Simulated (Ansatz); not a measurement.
A run of Ansatz 0.2.0 is set up as follows.

File input.yaml:

```yaml
crystal:
  lattice:
    - [3.113, 0.0, 0.0]
    - [-1.5565, 2.695937082, 0.0]
    - [0.0, 0.0, 4.981]
  atoms:
    - { symbol: Al, position: [0.6666666667, 0.3333333333, 0.5] }
    - { symbol: Al, position: [0.3333333333, 0.6666666667, 0.0] }
    - { symbol: "N", position: [0.6666666667, 0.3333333333, 0.88] }
    - { symbol: "N", position: [0.3333333333, 0.6666666667, 0.38] }
hamiltonian:
  xc: pbe
  pseudopotentials: { kind: paw }
kpoints:
  mp_grid: { grid: [7, 7, 5] }
scf:
  occupations: { method: fixed }
phonons:
  method: dfpt
  dielectric: true
  rigid_motions: translations
```

Potentials or basis: Ansatz PAW.

The run is started by

```sh
$ ansatz run input.yaml --threads 2 --pin off --max-ram 5632MiB --backend cpu --events-out ev --progress --plain --runs-dir out
```

(1) What does it give for the electronic dielectric tensor (diagonal)?

(2) What does it give for the Born charges (mean of the diagonal)?

(3) Predict the band gap on the k mesh.

Results:

(1) 4.45, 4.45, 4.64.

(2) Al +2.58; N -2.58 e.

(3) 4.21 eV, direct.

Caveat: odd divisions of the mesh miss points on the zone boundary, where band edges often lie, so the gap on the mesh can be too wide.

**Measured values to compare with.**

“Structural and optical properties of self-assembled AlN nanowires grown on SiO2/Si substrates by molecular beam epitaxy”, 2024, arxiv:2402.00216 quotes, for a bulk crystal of AlN at 0 K: band gap 6.0343 eV (an exciton energy, a little under the gap).

A measured gap of AlN is 6.0343 eV (an exciton energy, a little under the gap; 0 K; quoted in “Structural and optical properties of self-assembled AlN nanowires grown on SiO2/Si substrates by molecular beam epitaxy”, 2024, arxiv:2402.00216); the calculated 4.21 eV misses it by -1.82 eV. 2 values of this kind are on record (6.034 to 6.0343 eV); this one was drawn at random. The value is that of PBE, without temperature or zero-point motion. Semilocal functionals fall short of measured gaps as a rule.
